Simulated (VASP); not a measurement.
Input of a VASP 6.6.1 run:

Contents of POSCAR:

```
GeSe                                    
1.0
   10.9655862498      0.0000000000      0.0000000000
    0.0000000000      3.8827657750      0.0000000000
    0.0000000000     -0.0000000000      4.4200472921
  Ge              Se            
     4     4
Direct
     0.1233927516312001    0.7500000000000000    0.8875163003595742
     0.6233927516312001    0.7500000000000000    0.6124836996404259
     0.3766072483687999    0.2500000000000000    0.3875163003595742
     0.8766072483687999    0.2500000000000000    0.1124836996404258
     0.8548942551904906    0.7500000000000000    0.5018587096336309
     0.3548942551904906    0.7500000000000000    0.9981412903663692
     0.6451057448095094    0.2500000000000000    0.0018587096336308
     0.1451057448095094    0.2500000000000000    0.4981412903663692
```

The input INCAR.step1:

```
SYSTEM = GeSe
ALGO = Normal
EDIFF = 1E-5
ENCUT = 520
GGA = PE
ISIF = 2
ISMEAR = 0
KPAR = 2
LASPH = .True.
LCHARG = .False.
LREAL = .False.
LWAVE = .True.
NBANDS = 50
NELM = 80
PREC = Accurate
SIGMA = 0.03
```

INCAR.step2

```
SYSTEM = GeSe
ALGO = Normal
EDIFF = 1E-6
ENCUT = 520
ISIF = 2
ISMEAR = 0
ISTART = 1
KPAR = 2
LASPH = .True.
LCHARG = .False.
LREAL = .False.
LWAVE = .False.
METAGGA = MBJ
NBANDS = 50
NELM = 80
PREC = Accurate
SIGMA = 0.03
```

The input KPOINTS:

```
k-points
0
Gamma
  4 8 6
  0 0 0
```

KPOINTS_OPT

```
explicit points
248
Reciprocal
 0.0000000000  0.0000000000  0.0000000000 1
 0.0000000000  0.0263157895  0.0000000000 1
 0.0000000000  0.0526315789  0.0000000000 1
 0.0000000000  0.0789473684  0.0000000000 1
 0.0000000000  0.1052631579  0.0000000000 1
 0.0000000000  0.1315789474  0.0000000000 1
[... 240 lines left out ...]
 0.0000000000  0.0000000000  0.5000000000 1
 0.5000000000  0.0000000000  0.0000000000 1
```

Potentials or basis: VASP PAW PBE potentials, release 64 (Ge_d, Se).

Launch:

```console
$ cat potpaw_PBE.64/Ge_d/POTCAR potpaw_PBE.64/Se/POTCAR > POTCAR
$ cp INCAR.step1 INCAR
$ mpirun -np 2 vasp_std > vasp.out
$ cp INCAR.step2 INCAR
$ mpirun -np 2 vasp_std > vasp.out
```

Estimate the band gap along the path.

1.07 eV, indirect (least direct gap 1.27 eV).

What does it give for the band gap on the k mesh?

1.07 eV, indirect (least direct gap 1.27 eV).

Levels at the corners of the path, in eV from the valence-band top:
| point | band 38 | band 39 | band 40 | band 41 | band 42 | band 43 |
| --- | --- | --- | --- | --- | --- | --- |
| Γ | -1.06 | -0.83 | -0.20 | 1.07 | 3.05 | 3.07 |
| X | -1.29 | -1.08 | -1.08 | 1.54 | 1.54 | 1.60 |
| X | -1.29 | -1.08 | -1.08 | 1.54 | 1.54 | 1.60 |
| S | -2.12 | -1.48 | -1.48 | 3.18 | 3.18 | 3.52 |
| S | -2.12 | -1.48 | -1.48 | 3.18 | 3.18 | 3.52 |
| Y | -0.77 | -0.30 | -0.30 | 1.60 | 1.60 | 2.29 |
| Y | -0.77 | -0.30 | -0.30 | 1.60 | 1.60 | 2.29 |
| Γ | -1.06 | -0.83 | -0.20 | 1.07 | 3.05 | 3.07 |
| Γ | -1.06 | -0.83 | -0.20 | 1.07 | 3.05 | 3.07 |
| Z | -1.80 | -0.47 | -0.47 | 2.69 | 2.69 | 2.81 |
| Z | -1.80 | -0.47 | -0.47 | 2.69 | 2.69 | 2.81 |
| U | -1.37 | -1.37 | -1.37 | 1.85 | 1.85 | 1.85 |
| U | -1.37 | -1.37 | -1.37 | 1.85 | 1.85 | 1.85 |
| R | -1.48 | -1.48 | -1.48 | 2.92 | 2.92 | 2.92 |
| R | -1.48 | -1.48 | -1.48 | 2.92 | 2.92 | 2.92 |
| T | -0.51 | -0.41 | -0.41 | 1.62 | 1.62 | 2.30 |
| T | -0.51 | -0.41 | -0.41 | 1.62 | 1.62 | 2.30 |
| Z | -1.80 | -0.47 | -0.47 | 2.69 | 2.69 | 2.81 |
| Y | -0.77 | -0.30 | -0.30 | 1.60 | 1.60 | 2.29 |
| T | -0.51 | -0.41 | -0.41 | 1.62 | 1.62 | 2.30 |
| U | -1.37 | -1.37 | -1.37 | 1.85 | 1.85 | 1.85 |
| X | -1.29 | -1.08 | -1.08 | 1.54 | 1.54 | 1.60 |
| S | -2.12 | -1.48 | -1.48 | 3.18 | 3.18 | 3.52 |
| R | -1.48 | -1.48 | -1.48 | 2.92 | 2.92 | 2.92 |
